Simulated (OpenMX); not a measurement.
# AlN (F-43m) in OpenMX: further runs, part 2 of 2

OpenMX 3.8.5. Earlier steps stand in the parts before.

### Step 3. Single point, LDA, 10.42 Å³/atom

Input file AlN.dat:

```
System.CurrrentDirectory             ./
System.Name                          AlN
DATA.PATH                            ./DFT_DATA13
level.of.stdout                      1
level.of.fileout                     0
Species.Number                       2
<Definition.of.Atomic.Species
  Al  Al7.0-s2p2d1           Al_CA13
  N   N6.0-s2p2d1            N_CA13
Definition.of.Atomic.Species>

Atoms.Number                         2
Atoms.SpeciesAndCoordinates.Unit     FRAC
<Atoms.SpeciesAndCoordinates
    1  Al    0.0000000000    0.0000000000    0.0000000000   1.500  1.500
    2  N     0.2500000000    0.2500000000    0.2500000000   2.500  2.500
Atoms.SpeciesAndCoordinates>

Atoms.UnitVectors.Unit               Ang
<Atoms.UnitVectors
     0.0000000000    2.1839935596    2.1839935596
     2.1839935596    0.0000000000    2.1839935596
     2.1839935596    2.1839935596    0.0000000000
Atoms.UnitVectors>

scf.XcType                           LDA
scf.SpinPolarization                 off
scf.ElectronicTemperature            580.226
scf.energycutoff                     400.0
scf.maxIter                          100
scf.EigenvalueSolver                 band
scf.Kgrid                            11 11 11
scf.Mixing.Type                      rmm-diisk
scf.Init.Mixing.Weight               0.05
scf.Min.Mixing.Weight                0.001
scf.Max.Mixing.Weight                0.3
scf.Mixing.History                   25
scf.Mixing.StartPulay                8
scf.criterion                        1.0e-8
MD.Type                              nomd
```

Potentials or basis: OpenMX 2013 LDA set, Al7.0-s2p2d1, N6.0-s2p2d1, fixed grid of 30 × 30 × 30 points.

Launch:

```sh
openmx AlN.dat -nt 1 > AlN.std
```

Run time: 81 s. Hardware: 1 thread of AMD EPYC 7R43 (Zen 3), shared host; peak memory 0.47 GiB.

Results (log left out):

```
Free energy            : -343.4932 eV
Band gap on the k mesh : 3.30 eV, indirect (least direct gap 5.09 eV)
Mulliken charges       : Al +0.86; N -0.86 e
```

Caveat: Mulliken charges move with the basis; an odd mesh through Γ misses points on the zone boundary, where band edges often lie; the basis of atomic orbitals isn't converged, which shifts pressures, moduli and gaps.

### Step 4. Single point, LDA, 10.21 Å³/atom (volume scaled by 0.98)

AlN.dat, as its differences from that of step 3:

```diff
@@ -20,5 +20,5 @@
 <Atoms.UnitVectors
-     0.0000000000    2.1839935596    2.1839935596
-     2.1839935596    0.0000000000    2.1839935596
-     2.1839935596    2.1839935596    0.0000000000
+     0.0000000000    2.1693354430    2.1693354430
+     2.1693354430    0.0000000000    2.1693354430
+     2.1693354430    2.1693354430    0.0000000000
 Atoms.UnitVectors>
@@ -28,3 +28,2 @@
 scf.ElectronicTemperature            580.226
-scf.energycutoff                     400.0
 scf.maxIter                          100
@@ -40 +39,3 @@
 MD.Type                              nomd
+scf.Ngrid                            30 30 30
+scf.energycutoff                     400.0
```

Launch:

```sh
openmx AlN.dat -nt 1 > AlN.std
```

Wall time 84 s (1 thread of AMD EPYC 7R43 (Zen 3), shared host); peak memory 0.47 GiB.

Results (log left out):

```
Free energy            : -343.4985 eV
Band gap on the k mesh : 3.31 eV, indirect (least direct gap 5.15 eV)
Mulliken charges       : Al +0.87; N -0.87 e
```

Caveat: Mulliken charges move with the basis; an odd mesh through Γ misses points on the zone boundary, where band edges often lie; the basis of atomic orbitals isn't converged, which shifts pressures, moduli and gaps.

### Step 5. Single point, LDA, 10.63 Å³/atom (volume scaled by 1.02)

AlN.dat, as its differences from that of step 4:

```diff
@@ -20,5 +20,5 @@
 <Atoms.UnitVectors
-     0.0000000000    2.1693354430    2.1693354430
-     2.1693354430    0.0000000000    2.1693354430
-     2.1693354430    2.1693354430    0.0000000000
+     0.0000000000    2.1984575146    2.1984575146
+     2.1984575146    0.0000000000    2.1984575146
+     2.1984575146    2.1984575146    0.0000000000
 Atoms.UnitVectors>
```

Launch:

```sh
openmx AlN.dat -nt 1 > AlN.std
```

Wall time 84 s (1 thread of AMD EPYC 7R43 (Zen 3), shared host); peak memory 0.46 GiB.

The run converged. Its results:

| Item | Value |
| --- | --- |
| Free energy | -343.4778 eV |
| Band gap on the k mesh | 3.29 eV, indirect (least direct gap 4.89 eV) |
| Mulliken charges | Al +0.86; N -0.86 e |

Caveat: Mulliken charges move with the basis; an odd mesh through Γ misses points on the zone boundary, where band edges often lie; the basis of atomic orbitals isn't converged, which shifts pressures, moduli and gaps.

### Step 6. Single point, LDA, 10.00 Å³/atom (volume scaled by 0.96)

AlN.dat, as its differences from that of step 5:

```diff
@@ -20,5 +20,5 @@
 <Atoms.UnitVectors
-     0.0000000000    2.1984575146    2.1984575146
-     2.1984575146    0.0000000000    2.1984575146
-     2.1984575146    2.1984575146    0.0000000000
+     0.0000000000    2.1544765148    2.1544765148
+     2.1544765148    0.0000000000    2.1544765148
+     2.1544765148    2.1544765148    0.0000000000
 Atoms.UnitVectors>
```

Potentials or basis: OpenMX 2013 LDA set, Al7.0-s2p2d1, N6.0-s2p2d1, fixed grid of 30 × 30 × 30 points.

Launch:

```sh
openmx AlN.dat -nt 1 > AlN.std
```

Run time: 83 s. Hardware: 1 thread of AMD EPYC 7R43 (Zen 3), shared host; peak memory 0.48 GiB.

The run converged. Its results:

```yaml
Free_energy: -343.4923 eV
Band_gap_on_the_k_mesh: 3.32 eV, indirect (least direct gap 5.19 eV)
Mulliken_charges: Al +0.87; N -0.87 e
```

Caveat: Mulliken charges move with the basis; an odd mesh through Γ misses points on the zone boundary, where band edges often lie; the basis of atomic orbitals isn't converged, which shifts pressures, moduli and gaps.

### Step 7. Single point, LDA, 10.83 Å³/atom (volume scaled by 1.04)

AlN.dat, as its differences from that of step 6:

```diff
@@ -20,5 +20,5 @@
 <Atoms.UnitVectors
-     0.0000000000    2.1544765148    2.1544765148
-     2.1544765148    0.0000000000    2.1544765148
-     2.1544765148    2.1544765148    0.0000000000
+     0.0000000000    2.2127336128    2.2127336128
+     2.2127336128    0.0000000000    2.2127336128
+     2.2127336128    2.2127336128    0.0000000000
 Atoms.UnitVectors>
```

Launch:

```sh
openmx AlN.dat -nt 1 > AlN.std
```

It took 79 s on 1 thread of AMD EPYC 7R43 (Zen 3), shared host; peak memory 0.45 GiB.

The run converged. Its results:

| Item | Value |
| --- | --- |
| Free energy | -343.4532 eV |
| Band gap on the k mesh | 3.28 eV, indirect (least direct gap 4.69 eV) |
| Mulliken charges | Al +0.85; N -0.85 e |

Caveat: Mulliken charges move with the basis; an odd mesh through Γ misses points on the zone boundary, where band edges often lie; the basis of atomic orbitals isn't converged, which shifts pressures, moduli and gaps.

### Step 8. Single point, LDA, 9.79 Å³/atom (volume scaled by 0.94)

AlN.dat, as its differences from that of step 7:

```diff
@@ -20,5 +20,5 @@
 <Atoms.UnitVectors
-     0.0000000000    2.2127336128    2.2127336128
-     2.2127336128    0.0000000000    2.2127336128
-     2.2127336128    2.2127336128    0.0000000000
+     0.0000000000    2.1394097525    2.1394097525
+     2.1394097525    0.0000000000    2.1394097525
+     2.1394097525    2.1394097525    0.0000000000
 Atoms.UnitVectors>
```

Launch:

```sh
openmx AlN.dat -nt 1 > AlN.std
```

It took 82 s on 1 thread of AMD EPYC 7R43 (Zen 3), shared host; peak memory 0.48 GiB.

It converged, with:

```yaml
Free_energy: -343.4736 eV
Band_gap_on_the_k_mesh: 3.33 eV, indirect (least direct gap 5.22 eV)
Mulliken_charges: Al +0.88; N -0.88 e
```

Caveat: Mulliken charges move with the basis; an odd mesh through Γ misses points on the zone boundary, where band edges often lie; the basis of atomic orbitals isn't converged, which shifts pressures, moduli and gaps.

### Step 9. Single point, LDA, 11.04 Å³/atom (volume scaled by 1.06)

AlN.dat, as its differences from that of step 8:

```diff
@@ -20,5 +20,5 @@
 <Atoms.UnitVectors
-     0.0000000000    2.1394097525    2.1394097525
-     2.1394097525    0.0000000000    2.1394097525
-     2.1394097525    2.1394097525    0.0000000000
+     0.0000000000    2.2268278375    2.2268278375
+     2.2268278375    0.0000000000    2.2268278375
+     2.2268278375    2.2268278375    0.0000000000
 Atoms.UnitVectors>
```

Potentials or basis: OpenMX 2013 LDA set, Al7.0-s2p2d1, N6.0-s2p2d1, fixed grid of 30 × 30 × 30 points.

Launch:

```sh
openmx AlN.dat -nt 1 > AlN.std
```

It took 79 s on 1 thread of AMD EPYC 7R43 (Zen 3), shared host; peak memory 0.45 GiB.

Results (log left out):

| Item | Value |
| --- | --- |
| Free energy | -343.4203 eV |
| Band gap on the k mesh | 3.27 eV, indirect (least direct gap 4.50 eV) |
| Mulliken charges | Al +0.84; N -0.84 e |

Caveat: Mulliken charges move with the basis; an odd mesh through Γ misses points on the zone boundary, where band edges often lie; the basis of atomic orbitals isn't converged, which shifts pressures, moduli and gaps.

### Step 10. Equation of state, LDA

This step only gathers the single runs of the series.

Results (log left out):

| Property | Result |
| --- | --- |
| Equilibrium volume | 10.21 Å³/atom |
| Bulk modulus | 213 GPa |
| Pressure derivative of the bulk modulus | 4.2 |

Energy against volume, from the lowest point:
```
volume (Å³/atom)  energy (meV/atom)
           9.792              12.45
          10.001               3.08
          10.209               0.00
          10.417               2.63
          10.626              10.33
          10.834              22.62
          11.042              39.07
```

Caveat: volumes in these bases differ from converged ones by about 1 %, for some elements by several; the basis of atomic orbitals isn't converged, which shifts pressures, moduli and gaps.
